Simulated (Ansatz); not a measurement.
**Mo under changes of volume**

One of the cells (15.892 Å³/atom); the others are scaled copies at fixed shape and fractional positions:

```
CELL_PARAMETERS angstrom
-1.58381 1.58381 1.58381
1.58381 -1.58381 1.58381
1.58381 1.58381 -1.58381
ATOMIC_POSITIONS crystal
Mo 0.00000 0.00000 0.00000
```

| Property | Result |
| --- | --- |
| Program | Ansatz 0.2.0 |
| Functional | PBEsol |
| Potentials or basis | Ansatz PAW |
| Cutoff | 420 eV (not typed: the program's choice for these potentials) |
| k mesh | 12 × 12 × 12 |
| Occupations | fermi-dirac, width 0.05 eV |
| Spin | spin-orbit coupling, no magnetisation |

| volume (Å³/atom) | energy over the lowest point (meV/atom) | pressure (GPa) |
| --- | --- | --- |
| 14.938 | ? | ? |
| 15.256 | 0.00 | 1.3 |
| 15.574 | 3.32 | -4.4 |
| 15.892 | 17.31 | -9.5 |
| 16.209 | 40.86 | -14.1 |
| 16.527 | 72.99 | -18.2 |
| 16.845 | 112.80 | -21.8 |

Q: What does the run at 14.938 Å³/atom give?

A: Energy over the lowest point 8.60 meV/atom; pressure 7.6 GPa.

Worked out: A Birch-Murnaghan fit of order 3 (a polynomial in V^(-2/3)) to the other rows has its minimum at 15.32 Å³/atom with B0 = V·E''(V) = 284 GPa and B' = 4.4. It gives 8.69 meV/atom at 14.938 Å³/atom, against the run's 8.60, and -dE/dV = 7.6 GPa, against 7.6.

Energies are extrapolated to zero smearing.

Caveats: the PAW data sets come from PBE, with cores solved anew for the run's functional, which leaves a small shift of forces and pressure.
